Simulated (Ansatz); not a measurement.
The system is ZnS.

```
Zn S
1.0
     0.00000    2.70200    2.70200
     2.70200    0.00000    2.70200
     2.70200    2.70200    0.00000
Zn S
1 1
Cartesian
  4.0530 4.0530 4.0530
  0.0000 0.0000 0.0000
```

Base run:

| Item | Value |
| --- | --- |
| Program | Ansatz 0.2.0 |
| Functional | PBE |
| Potentials or basis | all-electron PAW datasets made for the crystal |
| Cutoff | 280 eV |
| Density cutoff | 1120 eV |
| k mesh | 6 × 6 × 6 |
| Occupations | fermi-dirac, width 0.05 eV |
| Spin | no spin polarisation |

Its results: band gap on the k mesh 2.11 eV, direct; pressure 1.6 GPa.

The run is repeated on the same cell with these changes: functional from PBE to PBEsol. What comes out?

Band gap on the k mesh 1.97 eV, direct; pressure -1.9 GPa.

PBEsol binds more tightly than PBE, so the same cell stands under less pressure.

A k mesh can miss the band edges.

Not every run made on this cell is shown here.
